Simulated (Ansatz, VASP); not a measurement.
**TiN in VASP and in Ansatz**

```
CELL_PARAMETERS angstrom
0.00000 2.10199 2.10199
2.10199 0.00000 2.10199
2.10199 2.10199 0.00000
ATOMIC_POSITIONS crystal
Ti 0.00000 0.00000 0.00000
N 0.50000 0.50000 0.50000
```

Alike in both runs: task relaxation of cell and atoms; functional PBEsol; k mesh 16 × 16 × 16; occupations fermi-dirac, width 0.15 eV; no spin polarisation.

|  | VASP | Ansatz |
| --- | --- | --- |
| version | VASP 6.6.1 | Ansatz 0.2.0 |
| potentials or method | VASP PAW PBE potentials, release 64 (Ti_sv, N) | scalar-relativistic, plane waves, PAW |
| plane-wave cutoff (eV) | 600 | 420 |
| valence electrons in the cell | 17 | 17 |

|  | VASP | Ansatz | Ansatz less VASP |
| --- | --- | --- | --- |
| gap on the k mesh at the Fermi level, each at its own relaxed structure (eV) | none | none | - |
| relaxed volume (Å³/atom) | 9.31 | 9.30 | -0.012 |
| relaxed cell length with the largest relative difference (Å) | 2.975 | 2.974 | -0.0013 |

A gap of «none» marks a metal or a gap that the smearing closes. Ansatz warned: «pseudo_functional_mismatch».

Caveats: the PAW data sets were made with another functional, which shifts forces and pressure a little (VASP).
